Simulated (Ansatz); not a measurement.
Crystal: Al2O3.

```
CELL_PARAMETERS angstrom
4.61378 0.00000 0.00000
0.00000 9.56328 0.00000
0.00000 0.00000 3.11986
ATOMIC_POSITIONS crystal
Al 0.98298 0.82457 0.00000
Al 0.01702 0.17543 0.00000
Al 0.48297 0.67543 0.50000
Al 0.51702 0.32457 0.50000
O 0.50000 0.50000 0.50000
O 0.12363 0.75305 0.50000
O 0.37637 0.25305 0.00000
O 0.62364 0.74695 0.00000
O 0.00000 0.00000 0.00000
O 0.87636 0.24695 0.50000
```

Measurements of this composition are mostly on another form, of space group No. 167.

Base run:

| Property | Result |
| --- | --- |
| Program | Ansatz 0.2.0 |
| Functional | PBE |
| Potentials or basis | Ansatz PAW |
| Cutoff | 420 eV (not typed: the program's choice for these potentials) |
| k mesh | 6 × 3 × 9 |
| Occupations | fermi-dirac, width 0.05 eV |
| Spin | no spin polarisation |

Its results: band gap on the k mesh 3.52 eV, direct; pressure 0.0 GPa; largest force 0.190 eV/Å.

**Question.** The run is repeated on the same cell with these changes: potentials or basis from Ansatz PAW to PseudoDojo standard (PBE files); cutoff from 420 eV (not typed: the program's choice for these potentials) to 1143 eV. What comes out?

**Answer.** Band gap on the k mesh 3.52 eV, direct; pressure -0.4 GPa; largest force 0.188 eV/Å.

Caveats: odd divisions of the mesh miss points on the zone boundary, where band edges often lie, so the gap on the mesh can be too wide.

A k mesh can miss the band edges.
